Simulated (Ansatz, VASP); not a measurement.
# Two plane-wave programs on AlN

POSCAR

```
AlN
1.0
    3.1109999993      0.0000000000      0.0000000000
   -1.5554999997      2.6942050306      0.0000000000
    0.0000000000      0.0000000000      5.0108860000
Al N
2 2
Direct
    0.3333333333      0.6666666667      0.0006649404
    0.6666666667      0.3333333333      0.5006649404
    0.3333333333      0.6666666667      0.3813350596
    0.6666666667      0.3333333333      0.8813350596
```

The input INCAR.step1:

```
PREC = Accurate
ENCUT = 520
ISMEAR = 0
SIGMA = 0.03
LREAL = False
LASPH = True
NELM = 80
NBANDS = 16
GGA = PE
ALGO = Normal
EDIFF = 1E-4
LWAVE = True
LCHARG = False
```

File INCAR.step2:

```
PREC = Accurate
ENCUT = 520
EDIFF = 1E-6
ISMEAR = 0
SIGMA = 0.03
LREAL = False
LASPH = True
NELM = 80
ALGO = Normal
ISIF = 2
LWAVE = False
LCHARG = True
METAGGA = R2SCAN
LMIXTAU = True
LELF = True
LVHAR = True
NBANDS = 16
ISTART = 1
```

Contents of KPOINTS:

```
regular mesh
0
Gamma
  8 8 5
```

Input for Ansatz:

```yaml
crystal:
  lattice:
    - [3.1109999993, 0.0, 0.0]
    - [-1.5554999997, 2.6942050306, 0.0]
    - [0.0, 0.0, 5.010886]
  atoms:
    - { symbol: Al, position: [0.3333333333, 0.6666666667, 0.0006649404] }
    - { symbol: Al, position: [0.6666666667, 0.3333333333, 0.5006649404] }
    - { symbol: "N", position: [0.3333333333, 0.6666666667, 0.3813350596] }
    - { symbol: "N", position: [0.6666666667, 0.3333333333, 0.8813350596] }
scf:
  occupations: { method: gaussian, width: 0.03 }
output:
  eigenstates: { kpoints: [[0, 0, 0]] }
hamiltonian:
  xc: r2scan
kpoints:
  mp_grid: { grid: [8, 8, 5] }
```

Alike in both runs: task single point; functional r2SCAN; k mesh 8 × 8 × 5; occupations gaussian, width 0.03 eV; no spin polarisation.

```csv
,VASP,Ansatz
version,VASP 6.6.1,Ansatz 0.2.0
potentials or method,"VASP PAW PBE potentials, release 64 (Al, N)","scalar-relativistic, plane waves, PAW"
plane-wave cutoff (eV),520,500
valence electrons in the cell,16,16
```

```tsv
	VASP	Ansatz	Ansatz less VASP
gap on the k mesh at the Fermi level (eV)	4.86	4.82	-0.040
least direct gap on the mesh (eV)	4.86	4.82	-0.040
```

Caveats: the PAW data sets were made with another functional, which shifts forces and pressure a little (VASP). r2SCAN opens gaps a little over a GGA but as a rule still falls short of measured ones.
